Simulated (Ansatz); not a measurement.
## ZnF2: what the numbers say

**The experiment.** The Crystallography Open Database holds a measured cell of tetragonal ZnF2 (space group P4_2/mnm) at 293 K (2001, doi:10.1107/S0108768100017353): a, c = 4.704, 3.134 Å, 11.56 Å³/atom.

Method: PBE, scalar-relativistic; no spin polarisation; PAW, 420 eV, 6×6×10 k-mesh, Gaussian smearing of 0.05 eV; code Ansatz; PAW files: Ansatz's generated set soft_2.

The chain of runs began from a measured cell (COD), expanded in volume.

The relaxed structure (symmetry read at 0.01 Å). It takes space group P4_2/mnm (No. 136, tetragonal). Conventional cell: a = 4.800 Å, b = 4.800 Å, c = 3.176 Å, α = 90.00°, β = 90.00°, γ = 90.00°. Zn (site symmetry mmm) is surrounded by 6 F at 2.07 Å. Around F (site symmetry m2m) lie 3 Zn at 2.07 Å. (Shells end 15 % past the nearest neighbour.)

Results at this level of theory:

- Volume: 12.19 Å³/atom
- Band gap: 3.52 eV
- Smallest direct gap: 3.53 eV
- Bader charges: Zn 1.48; F -0.74 e
- Formation energy from the elements (0 K, uncorrected): -2.29 eV/atom
- Bulk modulus (Birch–Murnaghan): 92 GPa
- Pressure derivative B0′: 6.7

Formal charges Zn²⁺, F⁻ balance and leave closed shells on every ion, so a band insulator is expected, and the gap is 3.52 eV.

It is indirect by only 0.01 eV, as good as direct: 3.52 eV. Within 0.6 eV of the edges the projected states are 63 % F 2p at the top of the valence band and 78 % Zn 4s at the bottom of the conduction band. The valence edge mixes anion p with metal states, so the bond is partly covalent and the gap isn't a plain transfer from F to Zn.

Question: What fixes the bond lengths?

Answer: Shannon's ionic radii give a check on the bond lengths: Zn²⁺ with 6 neighbours 0.74 Å + F⁻ 1.30 Å = 2.04 Å against a computed mean of 2.07 Å. Sums and bonds agree within 3 %, so ion sizes set the bond lengths.

Question: How ionic is it?

Answer: Bader charges against formal ones: Zn +1.48 (+2), F −0.74 (−1). The cations give up 74 % of the formal charge; Bader charges stay under formal ones because the anions' density reaches into the cations' basins.

Question: How stiff is it, in energy terms?

Answer: B0·V0 = 92.2 GPa × 12.20 Å³ = 7.02 eV/atom sets the scale: near the minimum ΔE ≈ ½ B0 V0 x², with x = V/V0 − 1, and a pressure of 0.9 GPa squeezes the volume by about 1 %. At the ends of the curve: x = −4.0 % predicts 5.7 meV/atom and the run gives 6.3; x = +4.0 % predicts 5.5 meV/atom and the run gives 5.0. The curve is steeper than the parabola on the compressed side and flatter on the expanded side: the bulk modulus rises with pressure.

**Against experiment.** PBE gives 4.800, 3.176 Å and 12.19 Å³/atom, +5.5 % in volume (+1.8 % in length) from the database's cell. PBE usually overestimates volumes, but by less than this. The static lattice also lacks zero-point motion and thermal expansion, roughly 1.1 to 2.7 % in volume at 293 K by Grüneisen's rule, γ·3k_BT/(B0·V0) with γ of 1 to 2.5, so its own overestimate is larger than the figure.

Semilocal functionals underestimate band gaps, commonly by a third or more.
